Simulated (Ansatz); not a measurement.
# Cl2 on TiC (100)

The task, for TiC: prepare the clean (100) slab, then adsorb Cl2 from several starts and take the binding apart.

Computed with Ansatz 0.2.0 (DFT PBE+D3(BJ), scalar-relativistic, plane waves, PAW, unless a step's input says otherwise).

## 1. The system as given

It takes space group Fm-3m (No. 225, cubic). The conventional cell has a = 4.291 Å, b = 4.291 Å, c = 4.291 Å, α = 90.00°, β = 90.00°, γ = 90.00°. Ti (site symmetry m-3m) has 6 C at 2.15 Å as nearest neighbours. C (site symmetry m-3m) is surrounded by 6 Ti at 2.15 Å.

As a file:

```cif
data_structure
_symmetry_space_group_name_H-M 'P 1'
_symmetry_Int_Tables_number 1
_cell_length_a 3.0343
_cell_length_b 3.0343
_cell_length_c 3.0343
_cell_angle_alpha 60.000
_cell_angle_beta 60.000
_cell_angle_gamma 60.000
_cell_volume 19.75
loop_
_atom_site_label
_atom_site_type_symbol
_atom_site_fract_x
_atom_site_fract_y
_atom_site_fract_z
_atom_site_occupancy
Ti1 Ti 0.00000 0.00000 0.00000 1
C1 C 0.50000 0.50000 0.50000 1
```

This cell was relaxed beforehand with the same method: volume 9.88 Å³/atom, gap on the mesh none (metal).

## 2. The slab

Planes are indexed in the bulk's conventional cell (Fm-3m (No. 225)), a = 4.291 Å, b = 4.291 Å, c = 4.291 Å, α = 90.00°, β = 90.00°, γ = 90.00°.

A (100) slab, 6.4 Å thick as cut, with 16 Å of vacuum, in a 2×2 surface cell; its outer planes are TiC (top) and TiC (bottom).

The slab as cut. Layers, bottom to top:

| plane | atoms per cell | height over the lowest (Å) |
| --- | --- | --- |
| 1 | Ti4C4 | 0.00 |
| 2 | Ti4C4 | 2.15 |
| 3 | Ti4C4 | 4.29 |
| 4 | Ti4C4 | 6.44 |

## 3. Relaxing the clean slab

input.yaml reads:

```yaml
crystal:
  lattice:
    - [6.0686302345, 0.0, 0.0]
    - [0.0, 6.0686302345, 0.0]
    - [0.0, 0.0, 22.436754387]
  atoms:
    - { symbol: Ti, position: [0.25, 0.25, 0.3565578097] }
    - { symbol: Ti, position: [0.25, 0.75, 0.3565578097] }
    - { symbol: Ti, position: [0.75, 0.25, 0.3565578097] }
    - { symbol: Ti, position: [0.75, 0.75, 0.3565578097] }
    - { symbol: C, position: [0.5, 0.5, 0.3565578097] }
    - { symbol: C, position: [0.5, 0.0, 0.3565578097] }
    - { symbol: C, position: [0.0, 0.5, 0.3565578097] }
    - { symbol: C, position: [0.0, 0.0, 0.3565578097] }
    - { symbol: Ti, position: [0.5, 0.5, 0.4521859366] }
    - { symbol: Ti, position: [0.5, 0.0, 0.4521859366] }
    - { symbol: Ti, position: [0.0, 0.5, 0.4521859366] }
    - { symbol: Ti, position: [0.0, 0.0, 0.4521859366] }
    - { symbol: C, position: [0.75, 0.75, 0.4521859366] }
    - { symbol: C, position: [0.75, 0.25, 0.4521859366] }
    - { symbol: C, position: [0.25, 0.75, 0.4521859366] }
    - { symbol: C, position: [0.25, 0.25, 0.4521859366] }
    - { symbol: Ti, position: [0.75, 0.75, 0.5478140634] }
    - { symbol: Ti, position: [0.75, 0.25, 0.5478140634] }
    - { symbol: Ti, position: [0.25, 0.75, 0.5478140634] }
    - { symbol: Ti, position: [0.25, 0.25, 0.5478140634] }
    - { symbol: C, position: [0.0, 0.0, 0.5478140634] }
    - { symbol: C, position: [0.0, 0.5, 0.5478140634] }
    - { symbol: C, position: [0.5, 0.0, 0.5478140634] }
    - { symbol: C, position: [0.5, 0.5, 0.5478140634] }
    - { symbol: Ti, position: [0.0, 0.0, 0.6434421903] }
    - { symbol: Ti, position: [0.0, 0.5, 0.6434421903] }
    - { symbol: Ti, position: [0.5, 0.0, 0.6434421903] }
    - { symbol: Ti, position: [0.5, 0.5, 0.6434421903] }
    - { symbol: C, position: [0.25, 0.25, 0.6434421903] }
    - { symbol: C, position: [0.25, 0.75, 0.6434421903] }
    - { symbol: C, position: [0.75, 0.25, 0.6434421903] }
    - { symbol: C, position: [0.75, 0.75, 0.6434421903] }
basis:
  ecutwfc: 420
kpoints:
  mp_grid: { grid: [3, 3, 1] }
hamiltonian:
  xc: pbe
  dispersion: d3bj
scf:
  occupations: { method: gaussian, width: 0.1 }
output:
  forces: true
  eigenvalues: true
  write_density: true
  write_potential: true
  elf: true
  volumetric_format: npy
relax:
  adjacent_minimum: "off"
  f_tol: 0.03
  max_steps: 70
  constraints: [{ sites: [0, 1, 2, 3, 4, 5, 6, 7, 8, 9, 10, 11, 12, 13, 14, 15] }]
efield:
  axis: 3
  dipole_correction: true
  ramp_width: 0.04
```

On the command line:

```bash
$ ansatz run input.yaml --threads 4 --pin off --max-ram 10240MiB --backend cpu --events-out ev --progress --plain --runs-dir out
```

The session goes on with these runs: Cl2, tilted, over a hollow (nearest Ti) site; Cl2, upright, over a top (C) site; the lowest end once more, with its density; the slab alone, frozen as in the lowest end; the molecules alone, frozen as adsorbed.

Before running it: what results should come out? Wanted: clean slab: work function; clean slab: dipole along +c; Cl2: lowest end; interaction of the frozen parts; electrons moved above the midplane.

The runs gave:

| quantity | value |
| --- | --- |
| clean slab: work function | 4.56 eV (top face), 4.11 eV (bottom face) |
| clean slab: dipole along +c | -0.092 e·Å per cell |
| Cl2: lowest end | E_ads -1.70 eV, tilted start over hollow Ti-Ti |
| interaction of the frozen parts | -4.56 eV a cell |
| cost of deforming the slab | 0.84 eV |
| cost of deforming and crowding the molecules | 2.01 eV |
| electrons moved above the midplane | +0.403 |

In words: Cl2 binds with 1.70 eV a molecule at best. In the lowest end it has come apart into Cl + Cl. In all 1.04 electrons are rearranged, and 0.40 cross the midplane towards the molecule. The final runs have no spin polarisation, so no magnetic state was tried and one may lie lower.
